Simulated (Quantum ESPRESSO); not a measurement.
# CoSi2 (Fm-3m) in Quantum ESPRESSO: reference runs

Reference runs on CoSi2: the cell as given and a disturbed copy.

Program: Quantum ESPRESSO 7.5. These are calculated values, not measurements. Logs are shortened: lines on timing, memory, paths and dates and some standing lists are left out, and cuts for length are marked.

## Step 1: The structure

It takes space group Fm-3m (No. 225, cubic). The conventional cell has a = 5.356 Å, b = 5.356 Å, c = 5.356 Å, α = 90.00°, β = 90.00°, γ = 90.00°. Co (site symmetry m-3m) is surrounded by 8 Si at 2.32 Å. Si (site symmetry -43m) is surrounded by 4 Co at 2.32 Å.

## Step 2: Single point, PBEsol, collinear spin, ferromagnetic start

Contents of pw.in:

```
&CONTROL
  calculation = 'scf'
  prefix = 'pwscf'
  outdir = './tmp'
  pseudo_dir = './pseudo'
  tprnfor = .true.
  tstress = .true.
  disk_io = 'low'
/
&SYSTEM
  ibrav = 0
  nat = 3
  ntyp = 2
  ecutwfc = 56
  ecutrho = 448
  nbnd = 22
  occupations = 'smearing'
  smearing = 'fd'
  degauss = 0.00367493
  nspin = 2
  starting_magnetization(1) = 0.1176
  starting_magnetization(2) = 0
/
&ELECTRONS
  conv_thr = 6d-10
  electron_maxstep = 120
  mixing_beta = 0.3
/
ATOMIC_SPECIES
Co    58.9332 co_pbesol_v1.2.uspp.F.UPF
Si    28.0850 si_pbesol_v1.uspp.F.UPF
CELL_PARAMETERS angstrom
   0.0000000000    2.6780000000    2.6780000000
   2.6780000000    0.0000000000    2.6780000000
   2.6780000000    2.6780000000    0.0000000000
ATOMIC_POSITIONS crystal
Co     0.0000000000    0.0000000000    0.0000000000
Si     0.7500000000    0.7500000000    0.7500000000
Si     0.2500000000    0.2500000000    0.2500000000
K_POINTS automatic
9 9 9 0 0 0
```

Contents of pp_density.in:

```
&INPUTPP
  prefix = 'pwscf'
  outdir = './tmp'
  filplot = 'density.dat'
  plot_num = 0
/
&PLOT
  nfile = 1
  filepp(1) = 'density.dat'
  iflag = 3
  output_format = 6
  fileout = 'density.cube'
/
```

Contents of pp_potential.in:

```
&INPUTPP
  prefix = 'pwscf'
  outdir = './tmp'
  filplot = 'potential.dat'
  plot_num = 11
/
&PLOT
  nfile = 1
  filepp(1) = 'potential.dat'
  iflag = 3
  output_format = 6
  fileout = 'potential.cube'
/
```

Contents of pp_spin.in:

```
&INPUTPP
  prefix = 'pwscf'
  outdir = './tmp'
  filplot = 'spin.dat'
  plot_num = 6
/
&PLOT
  nfile = 1
  filepp(1) = 'spin.dat'
  iflag = 3
  output_format = 6
  fileout = 'spin.cube'
/
```

Potentials or basis: GBRV 1.5 PBEsol.

Launch:

```sh
OMP_NUM_THREADS=1 mpirun -n 2 pw.x -nk 2 -in pw.in > pw.out
OMP_NUM_THREADS=1 mpirun -n 1 pp.x -in pp_density.in > pp_density.out
OMP_NUM_THREADS=1 mpirun -n 1 pp.x -in pp_potential.in > pp_potential.out
OMP_NUM_THREADS=1 mpirun -n 1 pp.x -in pp_spin.in > pp_spin.out
```

pw.out:

```text
This program is part of the open-source Quantum ESPRESSO suite
     for quantum simulation of materials; please cite
         "P. Giannozzi et al., J. Phys.:Condens. Matter 21 395502 (2009);
         "P. Giannozzi et al., J. Phys.:Condens. Matter 29 465901 (2017);
         "P. Giannozzi et al., J. Chem. Phys. 152 154105 (2020);
     in publications or presentations arising from this work. More details at

     Message from routine setup:
     using ibrav=0 with symmetry is DISCOURAGED, use correct ibrav instead

     K-points division:     npool     =       2
     Subspace diagonalization in iterative solution of the eigenvalue problem:
     a serial algorithm will be used

     G-vector sticks info
     --------------------
     sticks:   dense  smooth     PW     G-vecs:    dense   smooth      PW
     Sum        1573     793    241                41391    14649    2445

     Using Slab Decomposition

     bravais-lattice index     =            0
     lattice parameter (alat)  =       7.1569  a.u.
     unit-cell volume          =     259.2139 (a.u.)^3
     number of atoms/cell      =            3
     number of atomic types    =            2
     number of electrons       =        25.00
     number of Kohn-Sham states=           22
     kinetic-energy cutoff     =      56.0000  Ry
     charge density cutoff     =     448.0000  Ry
     scf convergence threshold =      6.0E-10
     mixing beta               =       0.3000
     number of iterations used =            8  plain     mixing
     Exchange-correlation= SLA  PW   PSX  PSC
                           (   1   4  10   8   0   0   0)

     celldm(1)=   7.156892  celldm(2)=   0.000000  celldm(3)=   0.000000
     celldm(4)=   0.000000  celldm(5)=   0.000000  celldm(6)=   0.000000

     crystal axes: (cart. coord. in units of alat)
               a(1) = (   0.000000   0.707107   0.707107 )
               a(2) = (   0.707107   0.000000   0.707107 )
               a(3) = (   0.707107   0.707107   0.000000 )

     reciprocal axes: (cart. coord. in units 2 pi/alat)
               b(1) = ( -0.707107  0.707107  0.707107 )
               b(2) = (  0.707107 -0.707107  0.707107 )
               b(3) = (  0.707107  0.707107 -0.707107 )

     PseudoPot. # 1 for Co read from file:
     co_pbesol_v1.2.uspp.F.UPF
     Pseudo is Ultrasoft + core correction, Zval = 17.0
     Generated by new atomic code, or converted to UPF format
     Using radial grid of  863 points,  6 beta functions with:
                l(1) =   0
                l(2) =   0
                l(3) =   1
                l(4) =   1
                l(5) =   2
                l(6) =   2
     Q(r) pseudized with  8 coefficients,  rinner =    1.200   1.200   1.200
                                                       1.200   1.200

     PseudoPot. # 2 for Si read from file:
     si_pbesol_v1.uspp.F.UPF
     Pseudo is Ultrasoft + core correction, Zval =  4.0
     Generated by new atomic code, or converted to UPF format
     Using radial grid of  899 points,  6 beta functions with:
                l(1) =   0
                l(2) =   0
                l(3) =   1
                l(4) =   1
                l(5) =   2
                l(6) =   2
     Q(r) pseudized with  8 coefficients,  rinner =    0.900   0.900   0.900
                                                       0.900   0.900

     atomic species   valence    mass     pseudopotential
     Co               17.00    58.93320     Co( 1.00)
     Si                4.00    28.08500     Si( 1.00)

     Starting magnetic structure
     atomic species   magnetization
     Co              0.118
     Si              0.000

     48 Sym. Ops., with inversion, found

   Cartesian axes

     site n.     atom                  positions (alat units)
         1        Co     tau(   1) = (   0.0000000   0.0000000   0.0000000  )
         2        Si     tau(   2) = (   1.0606602   1.0606602   1.0606602  )
         3        Si     tau(   3) = (   0.3535534   0.3535534   0.3535534  )

     number of k points=    35  Fermi-Dirac smearing, width (Ry)=  0.0037
                       cart. coord. in units 2pi/alat
        k(    1) = (   0.0000000   0.0000000   0.0000000), wk =   0.0013717
        k(    2) = (   0.0785674   0.0785674  -0.0785674), wk =   0.0109739
        k(    3) = (   0.1571348   0.1571348  -0.1571348), wk =   0.0109739
        k(    4) = (   0.2357023   0.2357023  -0.2357023), wk =   0.0109739
        k(    5) = (   0.3142697   0.3142697  -0.3142697), wk =   0.0109739
        k(    6) = (   0.1571348   0.0000000  -0.0000000), wk =   0.0082305
[... 27 lines left out ...]
        k(   34) = (  -0.0000000  -0.4714045   0.6285394), wk =   0.0329218
        k(   35) = (  -0.0785674  -0.3928371   0.7071068), wk =   0.0329218

     Dense  grid:    41391 G-vectors     FFT dimensions: (  50,  50,  50)

     Smooth grid:    14649 G-vectors     FFT dimensions: (  36,  36,  36)

     Check: negative core charge=   -0.000010
     Generating pointlists ...
     new r_m :   0.2526 (alat units)  1.8079 (a.u.) for type    1
     new r_m :   0.2526 (alat units)  1.8079 (a.u.) for type    2

     Initial potential from superposition of free atoms

     starting charge      23.9987, renormalised to      25.0000
     Starting wfcs are   21 randomized atomic wfcs +    1 random wfcs

     Self-consistent Calculation

     iteration #  1     ecut=    56.00 Ry     beta= 0.30
     Davidson diagonalization with overlap
     ethr =  1.00E-02,  avg # of iterations =  5.6

     total energy              =    -311.59791273 Ry
     estimated scf accuracy    <      15.82856318 Ry

     total magnetization       =     1.38 Bohr mag/cell
     absolute magnetization    =     1.46 Bohr mag/cell

     iteration #  2     ecut=    56.00 Ry     beta= 0.30
     Davidson diagonalization with overlap
     ethr =  1.00E-02,  avg # of iterations =  3.2

     total energy              =    -316.98444899 Ry
     estimated scf accuracy    <      14.85876456 Ry

     total magnetization       =     0.15 Bohr mag/cell
     absolute magnetization    =     0.16 Bohr mag/cell

     iteration #  3     ecut=    56.00 Ry     beta= 0.30
     Davidson diagonalization with overlap
     ethr =  1.00E-02,  avg # of iterations =  2.0

     total energy              =    -317.53656991 Ry
     estimated scf accuracy    <       2.25588105 Ry

     total magnetization       =     0.20 Bohr mag/cell
     absolute magnetization    =     0.28 Bohr mag/cell
[... 135 lines left out ...]
     total energy              =    -317.51777967 Ry
     estimated scf accuracy    <       0.00000081 Ry

     total magnetization       =    -0.00 Bohr mag/cell
     absolute magnetization    =     0.00 Bohr mag/cell

     iteration # 18     ecut=    56.00 Ry     beta= 0.30
     Davidson diagonalization with overlap
     ethr =  1.16E-09,  avg # of iterations =  1.0

     total energy              =    -317.51777973 Ry
     estimated scf accuracy    <          8.6E-09 Ry

     total magnetization       =    -0.00 Bohr mag/cell
     absolute magnetization    =     0.00 Bohr mag/cell

     iteration # 19     ecut=    56.00 Ry     beta= 0.30
     Davidson diagonalization with overlap
     ethr =  3.43E-11,  avg # of iterations =  1.5

     Magnetic moment per site  (integrated on atomic sphere of radius R)
     atom   1 (R=0.253)  charge= 15.4954  magn= -0.0000
     atom   2 (R=0.253)  charge=  1.7314  magn= -0.0000
     atom   3 (R=0.253)  charge=  1.7314  magn= -0.0000

     End of self-consistent calculation

 ------ SPIN UP ------------

          k = 0.0000 0.0000 0.0000 (  1837 PWs)   bands (ev):

   -81.7917 -45.2549 -45.2549 -45.2549  -0.4457   8.6001   8.6001   8.6001
    10.7747  10.7747  13.4542  16.0954  16.0954  16.0954  16.1422  16.1422
    16.1422  18.3284  18.3284  18.3284  20.9275  20.9275

          k = 0.0786 0.0786-0.0786 (  1847 PWs)   bands (ev):

   -81.7917 -45.2552 -45.2549 -45.2549  -0.2581   8.1473   8.6661   8.6661
    10.7204  10.7204  13.4651  14.4199  15.1246  15.1246  17.0853  17.0853
    17.9173  17.9173  17.9909  18.1171  21.9613  21.9613

          k = 0.1571 0.1571-0.1571 (  1850 PWs)   bands (ev):

   -81.7917 -45.2560 -45.2551 -45.2551   0.2985   7.0127   8.8327   8.8327
    10.6357  10.6357  12.1396  14.1352  14.1352  14.7871  16.7495  16.7495
    17.3850  18.9391  18.9391  19.7730  23.9841  23.9841

          k = 0.2357 0.2357-0.2357 (  1853 PWs)   bands (ev):

   -81.7916 -45.2569 -45.2552 -45.2552   1.2020   5.5203   9.0029   9.0029
    10.6992  10.6992  11.0690  13.1442  13.1442  15.2584  16.3302  16.3302
    17.0343  20.6572  20.6572  21.3567  26.2492  26.2492

          k = 0.3143 0.3143-0.3143 (  1841 PWs)   bands (ev):

   -81.7916 -45.2574 -45.2553 -45.2553   2.3921   3.9649   9.0834   9.0834
    10.5593  10.9760  10.9760  12.3547  12.3547  15.3325  16.1500  16.1500
    17.0302  22.5110  22.5110  23.1311  25.6423  25.8223

          k = 0.1571 0.0000-0.0000 (  1848 PWs)   bands (ev):
[... 157 lines left out ...]
   -81.7916 -45.2569 -45.2563 -45.2555   2.6464   5.2083   7.3007   8.6503
     9.8572  10.2691  11.2951  11.3170  12.4161  15.6670  16.1738  18.7936
    19.2880  21.4556  21.4857  22.6105  24.7416  27.0890

          k =-0.0786-0.5500 0.7071 (  1829 PWs)   bands (ev):

   -81.7916 -45.2573 -45.2561 -45.2559   3.4280   5.7485   6.1839   8.1584
     9.5020  10.6601  10.8335  11.2225  11.6262  14.6698  16.2341  19.0382
    21.9308  22.7182  22.9108  23.9594  25.5821  27.0097

          k =-0.0000-0.4714 0.6285 (  1830 PWs)   bands (ev):

   -81.7916 -45.2571 -45.2564 -45.2558   4.1231   4.9402   6.0615   7.8207
     9.8456  10.5213  10.8197  11.2893  11.8403  15.0275  17.3634  17.9775
    21.1779  21.5006  23.1955  24.7831  25.4250  26.5060

          k =-0.0786-0.3928 0.7071 (  1822 PWs)   bands (ev):

   -81.7916 -45.2569 -45.2565 -45.2558   4.0266   4.8383   6.8259   6.9625
    10.1794  10.4351  10.8377  11.2747  12.0139  15.9202  16.5813  18.2537
    19.9375  21.7312  22.9090  25.0914  25.8576  26.3882

 ------ SPIN DOWN ----------

          k = 0.0000 0.0000 0.0000 (  1837 PWs)   bands (ev):

   -81.7917 -45.2549 -45.2549 -45.2549  -0.4457   8.6001   8.6001   8.6001
    10.7747  10.7747  13.4542  16.0954  16.0954  16.0954  16.1422  16.1422
    16.1422  18.3284  18.3284  18.3284  20.9275  20.9275

          k = 0.0786 0.0786-0.0786 (  1847 PWs)   bands (ev):

   -81.7917 -45.2552 -45.2549 -45.2549  -0.2581   8.1473   8.6661   8.6661
    10.7204  10.7204  13.4651  14.4199  15.1246  15.1246  17.0853  17.0853
    17.9173  17.9173  17.9909  18.1171  21.9613  21.9613

          k = 0.1571 0.1571-0.1571 (  1850 PWs)   bands (ev):

   -81.7917 -45.2560 -45.2551 -45.2551   0.2985   7.0127   8.8327   8.8327
    10.6356  10.6356  12.1396  14.1352  14.1352  14.7871  16.7495  16.7495
    17.3850  18.9391  18.9391  19.7730  23.9841  23.9841

          k = 0.2357 0.2357-0.2357 (  1853 PWs)   bands (ev):

   -81.7916 -45.2569 -45.2552 -45.2552   1.2020   5.5203   9.0029   9.0029
    10.6992  10.6992  11.0690  13.1442  13.1442  15.2584  16.3302  16.3302
    17.0343  20.6572  20.6572  21.3567  26.2492  26.2492

          k = 0.3143 0.3143-0.3143 (  1841 PWs)   bands (ev):

   -81.7916 -45.2574 -45.2553 -45.2553   2.3921   3.9649   9.0834   9.0834
    10.5593  10.9760  10.9760  12.3547  12.3547  15.3325  16.1500  16.1500
    17.0302  22.5110  22.5110  23.1311  25.6423  25.8221

          k = 0.1571 0.0000-0.0000 (  1848 PWs)   bands (ev):
[... 157 lines left out ...]
   -81.7916 -45.2569 -45.2563 -45.2555   2.6464   5.2082   7.3007   8.6503
     9.8572  10.2691  11.2951  11.3169  12.4161  15.6670  16.1738  18.7936
    19.2880  21.4556  21.4857  22.6105  24.7416  27.0891

          k =-0.0786-0.5500 0.7071 (  1829 PWs)   bands (ev):

   -81.7916 -45.2573 -45.2561 -45.2559   3.4280   5.7485   6.1839   8.1584
     9.5020  10.6600  10.8335  11.2224  11.6262  14.6698  16.2341  19.0382
    21.9308  22.7182  22.9108  23.9594  25.5821  27.0097

          k =-0.0000-0.4714 0.6285 (  1830 PWs)   bands (ev):

   -81.7916 -45.2571 -45.2564 -45.2558   4.1231   4.9402   6.0615   7.8207
     9.8455  10.5213  10.8197  11.2893  11.8403  15.0275  17.3634  17.9774
    21.1779  21.5006  23.1955  24.7831  25.4250  26.5060

          k =-0.0786-0.3928 0.7071 (  1822 PWs)   bands (ev):

   -81.7916 -45.2569 -45.2565 -45.2558   4.0265   4.8383   6.8259   6.9625
    10.1794  10.4351  10.8377  11.2747  12.0139  15.9202  16.5813  18.2537
    19.9375  21.7312  22.9090  25.0914  25.8576  26.3882

     the Fermi energy is    12.6561 ev

!    total energy              =    -317.51777974 Ry
     estimated scf accuracy    <          2.9E-11 Ry
     smearing contrib. (-TS)   =      -0.00073825 Ry
     internal energy E=F+TS    =    -317.51704149 Ry

     The total energy is F=E-TS. E is the sum of the following terms:
     one-electron contribution =    -237.81370826 Ry
     hartree contribution      =     131.88087821 Ry
     xc contribution           =     -41.17860135 Ry
     ewald contribution        =    -170.40561008 Ry

     total magnetization       =    -0.00 Bohr mag/cell
     absolute magnetization    =     0.00 Bohr mag/cell

     convergence has been achieved in  19 iterations

     Forces acting on atoms (cartesian axes, Ry/au):

     atom    1 type  1   force =     0.00000000    0.00000000    0.00000000
     atom    2 type  2   force =     0.00000000    0.00000000   -0.00000000
     atom    3 type  2   force =    -0.00000000   -0.00000000    0.00000000

     Total force =     0.000000     Total SCF correction =     0.000000

     Computing stress (Cartesian axis) and pressure

          total   stress  (Ry/bohr**3)                   (kbar)     P=      -45.69
  -0.00031062   0.00000000   0.00000000          -45.69        0.00        0.00
   0.00000000  -0.00031062   0.00000000            0.00      -45.69        0.00
   0.00000000   0.00000000  -0.00031062            0.00        0.00      -45.69

=------------------------------------------------------------------------------=
   JOB DONE.
=------------------------------------------------------------------------------=
```

It took 54 s on 2 MPI ranks of Arm Neoverse V2, shared host; peak memory 0.32 GiB.

What came out:

| Quantity | Value |
| --- | --- |
| Free energy | -4320.0495 eV |
| Pressure | -4.6 GPa |
| Band gap on the k mesh | none (metal or under the smearing width) |
| Net moment | 0.00 μB per cell |
| Absolute moment | 0.00 μB per cell |
| Valence electrons inside the program's atomic spheres | Co 15.50; Si 1.73 |

Caveat: the starting moments collapsed, and a magnetic state may lie lower.

## Step 3: Single point, PBEsol, collinear spin, ferromagnetic start (atoms moved at random, drawn with an rms of 0.05 Å)

pw.in, as its differences from that of step 2:

```diff
@@ -7,3 +7,3 @@
   tstress = .true.
-  disk_io = 'low'
+  disk_io = 'nowf'
 /
@@ -36,5 +36,5 @@
 ATOMIC_POSITIONS crystal
-Co     0.0000000000    0.0000000000    0.0000000000
-Si     0.7500000000    0.7500000000    0.7500000000
-Si     0.2500000000    0.2500000000    0.2500000000
+Co     0.0047160000   -0.0045920000    0.0044020000
+Si     0.7499510000    0.7473620000    0.7548760000
+Si     0.2566570000    0.2464270000    0.2534650000
 K_POINTS automatic
```

Potentials or basis: GBRV 1.5 PBEsol.

Launch:

```sh
OMP_NUM_THREADS=1 mpirun -n 2 pw.x -nk 2 -in pw.in > pw.out
```

Wall time 6.3 min (2 MPI ranks of Arm Neoverse V2, shared host); peak memory 0.72 GiB.

It converged, with:

* Free energy: -4320.0479 eV
* Pressure: -4.5 GPa
* Largest force: 0.148 eV/Å
* Band gap on the k mesh: none (metal or under the smearing width)
* Net moment: 0.00 μB per cell
* Absolute moment: 0.00 μB per cell
* Valence electrons inside the program's atomic spheres: Co 15.45; Si 1.70

Forces in eV/Å, atoms in the order of the input:
```
Co   0.039 -0.051  0.001
Si  -0.056  0.106  0.087
Si   0.017 -0.055 -0.088
```

Stress tensor (GPa, compression positive):
```
-4.54 -0.56 -0.51
-0.56 -4.54  0.23
-0.51  0.23 -4.53
```

Levels at points of the mesh, in eV from the Fermi level:
Spin up:
```csv
k point,band 10,band 11,band 12,band 13,band 14,band 15,band 16,band 17
"(0.00, 0.00, 0.00)",-1.88,0.80,3.38,3.45,3.47,3.48,3.49,3.50
```
Spin down:
```csv
k point,band 10,band 11,band 12,band 13,band 14,band 15,band 16,band 17
"(0.00, 0.00, 0.00)",-1.88,0.80,3.38,3.45,3.47,3.48,3.49,3.50
```

Caveat: the starting moments collapsed, and a magnetic state may lie lower.
